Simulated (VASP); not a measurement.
A run of VASP 6.6.1:

File INCAR:

```
PREC = Accurate
ENCUT = 520
EDIFF = 1E-6
ISMEAR = -1
SIGMA = 0.1
LREAL = F
LASPH = T
NELM = 60
ALGO = Normal
ISIF = 2
LWAVE = F
LCHARG = T
GGA = RE
LELF = T
LVHAR = T
NBANDS = 13
```

File KPOINTS:

```
regular mesh
0
Gamma
  5 5 27
```

Contents of POSCAR:

```
C
1.0
    7.7644061682      0.0000000001      0.0000000000
   -3.8822030842      6.7241729870      0.0000000000
    0.0000000000      0.0000000000      1.2524350774
C
3
Direct
    0.0000000000      0.0000000000      0.0000000000
    0.3333333333      0.6666666667      0.5000000000
    0.6666666667      0.3333333333      0.5000000000
```

Potentials or basis: VASP PAW PBE potentials, release 64 (C).

Command:

```sh
$ cat potpaw_PBE.64/C/POTCAR > POTCAR
$ mpirun -np 1 vasp_std > vasp.out
```

Hardware: 1 thread of Intel(R) Xeon(R) Platinum 8559C (Emerald Rapids), with other jobs on the host.

Q: How long does it take, and how much memory?

A: Wall time 28 s on 1 thread of Intel(R) Xeon(R) Platinum 8559C (Emerald Rapids) (shared host), peak memory 0.19 GiB. Counts: scf iterations 15, k points 70.
